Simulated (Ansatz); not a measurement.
# Platinum, fcc under m-r²SCAN: structure, energy and stiffness, part 2 of 2

The plan for platinum in the fcc structure: relax it, solve it on a dense k-mesh, then scale the cell to 7 volumes from 88 to 112 % of the relaxed one and try a fit of the equation of state. The start is ferromagnetic. The k-meshes are 14×14×14 for the relaxation; 22×22×22 for the dense run; 22×22×22 for the volumes. The starting cell is the deposited one, from the Crystallography Open Database.

Ansatz 0.2.0; DFT, m-r2SCAN, plane waves (500 eV) with PAW, scalar-relativistic. Earlier steps stand in the parts before.

## Step 5: The cell scaled to 92 % of its volume

The input, input.yaml:

```yaml
crystal:
  lattice:
    - [0.0, 1.9157652119, 1.9157652119]
    - [1.9157652119, 0.0, 1.9157652119]
    - [1.9157652119, 1.9157652119, 0.0]
  atoms:
    - { symbol: Pt, position: [0.0, 0.0, 0.0], spin: 1.0 }
hamiltonian:
  xc: mr2scan
  pseudopotentials:
    kind: paw
    azcp:
      Pt: "pseudopotentials/Pt.paw.azcp"
basis:
  ecutwfc: 500
  fft_grid_basis: typed
kpoints:
  mp_grid: { grid: [22, 22, 22], shift: [0, 0, 0] }
magnetization:
  spin_polarized: true
scf:
  occupations: { method: fermi_dirac, width: 0.05 }
output:
  stress: true
```

The program printed, cut to the lines that bear on the results:

```text
Warning: RAYON_NUM_THREADS=4 ignored (pool sized by the plan → 4); use --threads N
[...]
Pseudopotentials: kind: paw
Pseudopotential: Pt, paw, valence charge 18, recommended cutoff 500 eV (meta_gga), <dir>
Functional definition: m-r2SCAN
[...]
Crystal: 1 atoms, lattice volume = 14.062 Å³
Basis set: ecut = 500 eV, 339 PW (Γ), exchange–correlation on 80×80×80 points (64 copies of the dense FFT grid, shifted against one another)
Bands: 14, of which v1, the nominal top of the filled ones, is band 9 counted from 1 (8 counted from 0)
Symmetry: 48 space group operations
Space group: Fm-3m (ITA 225), of the structure as read, at distance tolerance 2.4e-5 Å
Magnetic group: BNS 225.116 (UNI 1618), of the structure as read, at distance tolerance 2.4e-5 Å
k-points: 328 of 10648
[...]
Starting moments: Σ|m| = 1 μB on 1 of 1 site
[...]
WARN: the starting moments were not kept: the SCF closed with an absolute magnetisation of 5.6e-6 μB, where they sum to 1 μB in size (1 site). That is at most 0.1 of that sum. Measured as dr2_m measures the in/out step, that magnetisation stands 1.7e-11 eV from none, at or under the [...]
this state was not tested for a lower state beside it, because the mixer in use, unlike msr1, does not test its closes by its own steps (another_mixer; see scf.mixing.algorithm and scf.lower_state_search)
SCF converged after 21 iterations
Magnetization: 0.0000 μB (9.0000 up, 9.0000 down)
Absolute magnetization: 0.0000 μB (∫|ρ↑−ρ↓|, with the PAW one-centre terms)
Spin contamination: 0.0000 ħ² per cell (⟨S²⟩ above its minimum at these occupations)
Per-site moments (μB) at R_I (Å): [(5.418727804004875e-6, 1.1175867223090128)]
Free energy (F): -12536.695586 eV
[...]
E sigma→0 (E₀):  -12536.689182 eV
Entropy (-TS):   -0.012807 eV (-12.807 meV/atom)
Fermi energy:    25.373435 eV
[...]
--- Stress (GPa, compression-positive) ---
       28.582398      -0.000000      -0.000000
        0.000000      28.582398      -0.000000
       -0.000000       0.000000      28.582398
  P = ⅓ Tr σ = 28.5824 GPa (285.824 kbar)
```

It took 11 s on 4 threads of an Arm CPU, shared host; peak memory 0.43 GiB.

## Step 6: The cell scaled to 96 % of its volume

Changes to input.yaml since step 5:

```diff
@@ -2,5 +2,5 @@
   lattice:
-    - [0.0, 1.9157652119, 1.9157652119]
-    - [1.9157652119, 0.0, 1.9157652119]
-    - [1.9157652119, 1.9157652119, 0.0]
+    - [0.0, 1.9431369844, 1.9431369844]
+    - [1.9431369844, 0.0, 1.9431369844]
+    - [1.9431369844, 1.9431369844, 0.0]
   atoms:
```

The program printed, cut to the lines that bear on the results:

```text
Warning: RAYON_NUM_THREADS=4 ignored (pool sized by the plan → 4); use --threads N
[...]
[... 3 set-up lines as earlier in the session ...]
[...]
Crystal: 1 atoms, lattice volume = 14.674 Å³
Basis set: ecut = 500 eV, 339 PW (Γ), exchange–correlation on 96×96×96 points (64 copies of the dense FFT grid, shifted against one another)
Bands: 14, of which v1, the nominal top of the filled ones, is band 9 counted from 1 (8 counted from 0)
[... 2 set-up lines as earlier in the session ...]
Magnetic group: BNS 225.116 (UNI 1618), of the structure as read, at distance tolerance 2.4e-5 Å
k-points: 328 of 10648
[...]
Starting moments: Σ|m| = 1 μB on 1 of 1 site
[...]
WARN: the starting moments were not kept: the SCF closed with an absolute magnetisation of 8.1e-6 μB, where they sum to 1 μB in size (1 site). That is at most 0.1 of that sum. Measured as dr2_m measures the in/out step, that magnetisation stands 3.5e-11 eV from none, at or under the [...]
this state was not tested for a lower state beside it, because the mixer in use, unlike msr1, does not test its closes by its own steps (another_mixer; see scf.mixing.algorithm and scf.lower_state_search)
SCF converged after 21 iterations
Magnetization: 0.0000 μB (9.0000 up, 9.0000 down)
Absolute magnetization: 0.0000 μB (∫|ρ↑−ρ↓|, with the PAW one-centre terms)
Spin contamination: 0.0000 ħ² per cell (⟨S²⟩ above its minimum at these occupations)
Per-site moments (μB) at R_I (Å): [(7.84126569249369e-6, 1.1335544042159853)]
Free energy (F): -12536.772817 eV
[...]
E sigma→0 (E₀):  -12536.765994 eV
Entropy (-TS):   -0.013647 eV (-13.647 meV/atom)
Fermi energy:    23.983143 eV
[...]
--- Stress (GPa, compression-positive) ---
       12.570243       0.000000      -0.000000
       -0.000000      12.570243       0.000000
       -0.000000       0.000000      12.570243
  P = ⅓ Tr σ = 12.5702 GPa (125.702 kbar)
```

It took 12 s on 4 threads of an Arm CPU, shared host; peak memory 0.46 GiB.

## Step 7: The cell scaled to 100 % of its volume

Changes to input.yaml since step 6:

```diff
@@ -2,5 +2,5 @@
   lattice:
-    - [0.0, 1.9431369844, 1.9431369844]
-    - [1.9431369844, 0.0, 1.9431369844]
-    - [1.9431369844, 1.9431369844, 0.0]
+    - [0.0, 1.9697586074, 1.9697586074]
+    - [1.9697586074, 0.0, 1.9697586074]
+    - [1.9697586074, 1.9697586074, 0.0]
   atoms:
```

The program printed, cut to the lines that bear on the results:

```text
Warning: RAYON_NUM_THREADS=4 ignored (pool sized by the plan → 4); use --threads N
[...]
[... 3 set-up lines as earlier in the session ...]
[...]
Crystal: 1 atoms, lattice volume = 15.285 Å³
Basis set: ecut = 500 eV, 387 PW (Γ), exchange–correlation on 96×96×96 points (64 copies of the dense FFT grid, shifted against one another)
Bands: 14, of which v1, the nominal top of the filled ones, is band 9 counted from 1 (8 counted from 0)
[... 2 set-up lines as earlier in the session ...]
Magnetic group: BNS 225.116 (UNI 1618), of the structure as read, at distance tolerance 2.5e-5 Å
k-points: 328 of 10648
[...]
Starting moments: Σ|m| = 1 μB on 1 of 1 site
[...]
WARN: the starting moments were not kept: the SCF closed with an absolute magnetisation of 1.7e-6 μB, where they sum to 1 μB in size (1 site). That is at most 0.1 of that sum. Measured as dr2_m measures the in/out step, that magnetisation stands 1.4e-12 eV from none, at or under the [...]
this state was not tested for a lower state beside it, because the mixer in use, unlike msr1, does not test its closes by its own steps (another_mixer; see scf.mixing.algorithm and scf.lower_state_search)
SCF converged after 19 iterations
Magnetization: -0.0000 μB (9.0000 up, 9.0000 down)
Absolute magnetization: 0.0000 μB (∫|ρ↑−ρ↓|, with the PAW one-centre terms)
Spin contamination: 0.0000 ħ² per cell (⟨S²⟩ above its minimum at these occupations)
Per-site moments (μB) at R_I (Å): [(-1.6537607780179448e-6, 1.149084476589316)]
Free energy (F): -12536.796087 eV
[...]
E sigma→0 (E₀):  -12536.788849 eV
Entropy (-TS):   -0.014476 eV (-14.476 meV/atom)
Fermi energy:    22.705617 eV
[...]
--- Stress (GPa, compression-positive) ---
        0.154302       0.000000       0.000000
       -0.000000       0.154302      -0.000000
        0.000000       0.000000       0.154302
  P = ⅓ Tr σ = 0.1543 GPa (1.543 kbar)
```

Run time: 11 s. Hardware: 4 threads of an Arm CPU, shared host; peak memory 0.46 GiB.

## Step 8: The cell scaled to 104 % of its volume

Changes to input.yaml since step 7:

```diff
@@ -2,5 +2,5 @@
   lattice:
-    - [0.0, 1.9697586074, 1.9697586074]
-    - [1.9697586074, 0.0, 1.9697586074]
-    - [1.9697586074, 1.9697586074, 0.0]
+    - [0.0, 1.9956794564, 1.9956794564]
+    - [1.9956794564, 0.0, 1.9956794564]
+    - [1.9956794564, 1.9956794564, 0.0]
   atoms:
```

The program printed, cut to the lines that bear on the results:

```text
Warning: RAYON_NUM_THREADS=4 ignored (pool sized by the plan → 4); use --threads N
[...]
[... 3 set-up lines as earlier in the session ...]
[...]
Crystal: 1 atoms, lattice volume = 15.897 Å³
Basis set: ecut = 500 eV, 411 PW (Γ), exchange–correlation on 96×96×96 points (64 copies of the dense FFT grid, shifted against one another)
Bands: 14, of which v1, the nominal top of the filled ones, is band 9 counted from 1 (8 counted from 0)
[... 2 set-up lines as earlier in the session ...]
Magnetic group: BNS 225.116 (UNI 1618), of the structure as read, at distance tolerance 2.5e-5 Å
k-points: 328 of 10648
[...]
Starting moments: Σ|m| = 1 μB on 1 of 1 site
[...]
WARN: the starting moments were not kept: the SCF closed with an absolute magnetisation of 1.0e-5 μB, where they sum to 1 μB in size (1 site). That is at most 0.1 of that sum. Measured as dr2_m measures the in/out step, that magnetisation stands 5.7e-11 eV from none, at or under the [...]
this state was not tested for a lower state beside it, because the mixer in use, unlike msr1, does not test its closes by its own steps (another_mixer; see scf.mixing.algorithm and scf.lower_state_search)
SCF converged after 20 iterations
Magnetization: 0.0000 μB (9.0000 up, 9.0000 down)
Absolute magnetization: 0.0000 μB (∫|ρ↑−ρ↓|, with the PAW one-centre terms)
Spin contamination: 0.0000 ħ² per cell (⟨S²⟩ above its minimum at these occupations)
Per-site moments (μB) at R_I (Å): [(1.0127283837103294e-5, 1.1642057432734763)]
Free energy (F): -12536.777574 eV
[...]
E sigma→0 (E₀):  -12536.769898 eV
Entropy (-TS):   -0.015354 eV (-15.354 meV/atom)
Fermi energy:    21.528309 eV
[...]
--- Stress (GPa, compression-positive) ---
       -9.438846       0.000000       0.000000
        0.000000      -9.438846      -0.000000
       -0.000000      -0.000000      -9.438846
  P = ⅓ Tr σ = -9.4388 GPa (-94.388 kbar)
```

Wall time 20 s (4 threads of an Arm CPU, shared host); peak memory 0.75 GiB.

## Step 9: The cell scaled to 108 % of its volume

Changes to input.yaml since step 8:

```diff
@@ -2,5 +2,5 @@
   lattice:
-    - [0.0, 1.9956794564, 1.9956794564]
-    - [1.9956794564, 0.0, 1.9956794564]
-    - [1.9956794564, 1.9956794564, 0.0]
+    - [0.0, 2.0209439037, 2.0209439037]
+    - [2.0209439037, 0.0, 2.0209439037]
+    - [2.0209439037, 2.0209439037, 0.0]
   atoms:
```

The program printed, cut to the lines that bear on the results:

```text
Warning: RAYON_NUM_THREADS=4 ignored (pool sized by the plan → 4); use --threads N
[...]
[... 3 set-up lines as earlier in the session ...]
[...]
Crystal: 1 atoms, lattice volume = 16.508 Å³
Basis set: ecut = 500 eV, 411 PW (Γ), exchange–correlation on 96×96×96 points (64 copies of the dense FFT grid, shifted against one another)
Bands: 14, of which v1, the nominal top of the filled ones, is band 9 counted from 1 (8 counted from 0)
[... 2 set-up lines as earlier in the session ...]
Magnetic group: BNS 225.116 (UNI 1618), of the structure as read, at distance tolerance 2.5e-5 Å
k-points: 328 of 10648
[...]
Starting moments: Σ|m| = 1 μB on 1 of 1 site
[...]
WARN: the starting moments were not kept: the SCF closed with an absolute magnetisation of 3.9e-7 μB, where they sum to 1 μB in size (1 site). That is at most 0.1 of that sum. Measured as dr2_m measures the in/out step, that magnetisation stands 5.9e-14 eV from none, at or under the [...]
this state was not tested for a lower state beside it, because the mixer in use, unlike msr1, does not test its closes by its own steps (another_mixer; see scf.mixing.algorithm and scf.lower_state_search)
SCF converged after 21 iterations
Magnetization: -0.0000 μB (9.0000 up, 9.0000 down)
Absolute magnetization: 0.0000 μB (∫|ρ↑−ρ↓|, with the PAW one-centre terms)
Spin contamination: 0.0000 ħ² per cell (⟨S²⟩ above its minimum at these occupations)
Per-site moments (μB) at R_I (Å): [(-3.599151377568499e-7, 1.1789440894307037)]
Free energy (F): -12536.726889 eV
[...]
E sigma→0 (E₀):  -12536.718771 eV
Entropy (-TS):   -0.016236 eV (-16.236 meV/atom)
Fermi energy:    20.440918 eV
[...]
--- Stress (GPa, compression-positive) ---
      -16.801144      -0.000000       0.000000
       -0.000000     -16.801144       0.000000
       -0.000000       0.000000     -16.801144
  P = ⅓ Tr σ = -16.8011 GPa (-168.011 kbar)
```

Wall time 22 s (4 threads of an Arm CPU, shared host); peak memory 0.75 GiB.

## Step 10: The cell scaled to 112 % of its volume

Changes to input.yaml since step 9:

```diff
@@ -2,5 +2,5 @@
   lattice:
-    - [0.0, 2.0209439037, 2.0209439037]
-    - [2.0209439037, 0.0, 2.0209439037]
-    - [2.0209439037, 2.0209439037, 0.0]
+    - [0.0, 2.0455919902, 2.0455919902]
+    - [2.0455919902, 0.0, 2.0455919902]
+    - [2.0455919902, 2.0455919902, 0.0]
   atoms:
```

The program printed, cut to the lines that bear on the results:

```text
Warning: RAYON_NUM_THREADS=4 ignored (pool sized by the plan → 4); use --threads N
[...]
[... 3 set-up lines as earlier in the session ...]
[...]
Crystal: 1 atoms, lattice volume = 17.119 Å³
Basis set: ecut = 500 eV, 411 PW (Γ), exchange–correlation on 96×96×96 points (64 copies of the dense FFT grid, shifted against one another)
Bands: 14, of which v1, the nominal top of the filled ones, is band 9 counted from 1 (8 counted from 0)
[... 1 set-up line as earlier in the session ...]
Space group: Fm-3m (ITA 225), of the structure as read, at distance tolerance 2.6e-5 Å
Magnetic group: BNS 225.116 (UNI 1618), of the structure as read, at distance tolerance 2.6e-5 Å
k-points: 328 of 10648
[...]
Starting moments: Σ|m| = 1 μB on 1 of 1 site
[...]
WARN: the starting moments were not kept: the SCF closed with an absolute magnetisation of 4.5e-5 μB, where they sum to 1 μB in size (1 site). That is at most 0.1 of that sum. Measured as dr2_m measures the in/out step, that magnetisation stands 1.0e-9 eV from none, at or under the [...]
this state was not tested for a lower state beside it, because the mixer in use, unlike msr1, does not test its closes by its own steps (another_mixer; see scf.mixing.algorithm and scf.lower_state_search)
SCF converged after 22 iterations
Magnetization: -0.0000 μB (9.0000 up, 9.0000 down)
Absolute magnetization: 0.0000 μB (∫|ρ↑−ρ↓|, with the PAW one-centre terms)
Spin contamination: 0.0000 ħ² per cell (⟨S²⟩ above its minimum at these occupations)
Per-site moments (μB) at R_I (Å): [(-4.4609665790716625e-5, 1.1933228734443273)]
Free energy (F): -12536.651551 eV
[...]
E sigma→0 (E₀):  -12536.642972 eV
Entropy (-TS):   -0.017159 eV (-17.159 meV/atom)
Fermi energy:    19.432943 eV
[...]
--- Stress (GPa, compression-positive) ---
      -22.422169      -0.000000       0.000000
       -0.000000     -22.422169      -0.000000
        0.000000       0.000000     -22.422169
  P = ⅓ Tr σ = -22.4222 GPa (-224.222 kbar)
```

Wall time 13 s (4 threads of an Arm CPU, shared host); peak memory 0.49 GiB.

## Step 11: Fitting the volumes

All volumes keep the relaxed shape and fractional coordinates.

```tsv
V (Å³/atom)	E − E₀ (meV/atom)	P from the stress (GPa)	P from the fit (GPa)
13.451	246.0	49.22	49.19
14.062	99.6	28.58	28.46
14.674	22.8	12.57	12.44
15.285	-0.1	0.15	0.05
15.897	18.9	-9.44	-9.53
16.508	70.0	-16.80	-16.92
17.119	145.8	-22.42	-22.59
```

A third-order Birch-Murnaghan fit gives V₀ = 15.288 Å³/atom, B₀ = 271 GPa and B₀′ = 5.4; it misses no point by more than 0.06 meV/atom.

The fit is made to E(σ → 0), while the stress belongs to the free energy F; that is one source of the offset between the two pressures.

## Step 12: What came out

This closing draws on all 2 parts.

| quantity | value |
| --- | --- |
| space group (spins left aside) | Fm-3m (No. 225) |
| conventional cell | a = 3.940 Å |
| volume | 15.285 Å³/atom |
| shortest distance | 2.786 Å |
| against the deposited volume | +1.3 % (15.095 Å³/atom) |
| gap on the mesh | none (levels filled in part) |
| magnetic state | non-magnetic |
| V₀, B₀, B₀′ | 15.288 Å³/atom, 271 GPa, 5.4 |

What this shows: The volume comes out 1.3 % larger than measured. Zero-point motion and any thermal expansion in the deposited cell, which the calculation lacks, would widen the miss. The moments die out: the run ends non-magnetic. No gap shows: it is a metal or semimetal at this level. The fitted modulus is 271 GPa.
